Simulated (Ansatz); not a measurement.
**SnSe2 (P-3m1), a sublattice moved along a line**

The calculation used DFT PBE, scalar-relativistic, plane waves, PAW (Ansatz 0.2.0). Settings: plane waves to 420 eV, k-mesh 12×12×4 (Γ-centred), Gaussian smearing 0.05 eV. No spin polarisation. Energies are free energies at this smearing, counted from the undisturbed cell; pressure is positive in compression.

Reference structure (relaxed at this level):

```
Sn Se
1.0
     3.87175    0.00000    0.00000
    -1.93587    3.35303    0.00000
     0.00000    0.00000    6.98802
Sn Se
1 2
Direct
  0.00000 0.00000 0.00000
  0.33333 0.66667 0.22815
  0.66667 0.33333 0.77185
```

The cell holds layers and no dispersion correction was added, so their binding is poorly described.

Every Se atom is moved by x along the Cartesian unit vector (0.000, -0.814, -0.581); the cell and all other atoms stay fixed.

```tsv
x (Å)	ΔE (meV/cell)
-0.1000	40.5
-0.0500	10.0
0.0000	0.0
0.0125	0.6
0.0250	2.5
0.0375	5.6
0.0625	15.7
0.0750	22.7
0.0875	31.0
```

Question: Predict the force along x on the moved atoms (eV/Å) at each point.

Answer:
| x (Å) | force along x on the moved atoms (eV/Å) |
| --- | --- |
| -0.1000 | 0.82 |
| -0.0500 | 0.40 |
| 0.0000 | 0.00 |
| 0.0125 | -0.10 |
| 0.0250 | -0.20 |
| 0.0375 | -0.30 |
| 0.0625 | -0.51 |
| 0.0750 | -0.61 |
| 0.0875 | -0.71 |

Cost: 9 runs of about 4.6 core-minutes in all, on Arm Neoverse V2 (shared hosts).